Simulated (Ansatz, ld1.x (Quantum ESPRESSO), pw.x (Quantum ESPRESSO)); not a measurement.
## Te (Z = 52): does the RRKJ potential hold in the solid?

```
Element                 : tellurium (Te)
Generator               : ld1.x (Quantum ESPRESSO) 7.5
Type                    : norm-conserving RRKJ (Kleinman–Bylander form)
Functional              : PBE
Relativity              : scalar-relativistic
Frozen core             : [Kr] 4d10
Valence charge          : 6
Reference configuration : 5s2 5p4
Partial waves           : 5p (bound): rc 1.75 bohr; 5s (bound): rc 1.45 bohr
Local potential         : the s channel
Core correction         : none
rho0                    : 0.005
```

Crystal test: fcc Te in pw.x 7.5, no spin, 12³ k-points, Fermi–Dirac smearing 0.01 Ry, cutoffs 145/580 Ry. The reference is all-electron LAPW (Ansatz 0.2.0) with the same functional, mesh and smearing; V0 and B0 come from Birch–Murnaghan fits to the pressures at five volumes. Errors are pseudo minus all-electron; Δ is the rms difference of the E(V) curves that follow from these fits, minima aligned, over ±6 % about the mean V0. Mesh and smearing are coarse, so the numbers serve the comparison and aren't converged zero-temperature values; the lattice is a test structure that the element need not adopt.

All-electron: a0 = 4.845 Å (V0 = 28.43 Å³/atom), B0 = 52.9 GPa.

Question: How far does the potential miss the all-electron equation of state?

Answer: mean pressure error (GPa): -9.70. The pressure does not cross zero within the volumes sampled, so no fit is given. This is a poor potential for the solid. The atomic tests give no hint of an error of this size, and its cause was not traced.

```json
{"V (Å³/atom)": "26.941", "P all-electron (GPa)": "3.24", "P pseudo (GPa)": "-8.32"}
{"V (Å³/atom)": "27.650", "P all-electron (GPa)": "1.57", "P pseudo (GPa)": "-8.95"}
{"V (Å³/atom)": "28.359", "P all-electron (GPa)": "0.13", "P pseudo (GPa)": "-9.47"}
{"V (Å³/atom)": "29.068", "P all-electron (GPa)": "-1.12", "P pseudo (GPa)": "-9.89"}
{"V (Å³/atom)": "29.777", "P all-electron (GPa)": "-2.19", "P pseudo (GPa)": "-10.22"}
```

Question: At the middle volume, how do free energy and pressure move when the wave cutoff is lowered (ecutrho kept at four times it)?

Answer:

```csv
cutoff (Ry),shift of F (meV/atom),shift of P (GPa)
65,+55.8,-1.10
87,+28.7,-0.03
116,+3.2,-0.06
```

Input at the middle volume:

```
&control
  calculation='scf', prefix='x', pseudo_dir='./', outdir='./tmp', tstress=.true., disk_io='none'
/
&system
  ibrav=0, nat=1, ntyp=1, ecutwfc=145, ecutrho=580, nbnd=10,
  occupations='smearing', smearing='fd', degauss=0.01
/
&electrons
  conv_thr=1e-09, mixing_beta=0.4, electron_maxstep=70
/
ATOMIC_SPECIES
Te 1.0 Te.UPF
CELL_PARAMETERS angstrom
  0.00000000 2.42039904 2.42039904
  2.42039904 0.00000000 2.42039904
  2.42039904 2.42039904 0.00000000
ATOMIC_POSITIONS crystal
Te 0.0000 0.0000 0.0000
K_POINTS automatic
12 12 12 0 0 0
```

```bash
pw.x < Te.scf.in > Te.scf.out
```

Lines of the output:

```
Message from routine setup:
     using ibrav=0 with symmetry is DISCOURAGED, use correct ibrav instead
     lattice parameter (alat)  =       6.4685  a.u.
     unit-cell volume          =     191.3760 (a.u.)^3
     number of electrons       =         6.00
     number of Kohn-Sham states=           10
     kinetic-energy cutoff     =     145.0000  Ry
     charge density cutoff     =     580.0000  Ry
     scf convergence threshold =      1.0E-09
     Exchange-correlation= PBE
     number of k points=    72  Fermi-Dirac smearing, width (Ry)=  0.0100
     iteration #  1     ecut=   145.00 Ry     beta= 0.40
     total energy              =     -16.36993531 Ry
     estimated scf accuracy    <       0.00330739 Ry
     iteration #  2     ecut=   145.00 Ry     beta= 0.40
     total energy              =     -16.36978889 Ry
     estimated scf accuracy    <       0.00085997 Ry
     iteration #  3     ecut=   145.00 Ry     beta= 0.40
     total energy              =     -16.36987088 Ry
     estimated scf accuracy    <       0.00000641 Ry
     iteration #  4     ecut=   145.00 Ry     beta= 0.40
     c_bands:  1 eigenvalues not converged
     total energy              =     -16.36987403 Ry
     estimated scf accuracy    <       0.00000007 Ry
     iteration #  5     ecut=   145.00 Ry     beta= 0.40
     total energy              =     -16.36987415 Ry
     estimated scf accuracy    <       0.00000002 Ry
     iteration #  6     ecut=   145.00 Ry     beta= 0.40
     total energy              =     -16.36987416 Ry
     estimated scf accuracy    <          5.1E-09 Ry
     iteration #  7     ecut=   145.00 Ry     beta= 0.40
     the Fermi energy is     7.7362 ev
!    total energy              =     -16.36987416 Ry
     estimated scf accuracy    <          2.4E-11 Ry
     smearing contrib. (-TS)   =      -0.00444621 Ry
     The total energy is F=E-TS. E is the sum of the following terms:
     one-electron contribution =       4.81264648 Ry
     hartree contribution      =       0.43399951 Ry
     xc contribution           =      -3.56889978 Ry
     ewald contribution        =     -18.04317417 Ry
     convergence has been achieved in   7 iterations
          total   stress  (Ry/bohr**3)                   (kbar)     P=      -94.67
     Message from routine punch:
     Nothing written, as per user request (disk_io='none')
```

The run at the middle volume (72 k-points, 7 iterations) took about 45 s on one core of a shared host (Neoverse-V2, 96 threads, 742 GiB, load 43).
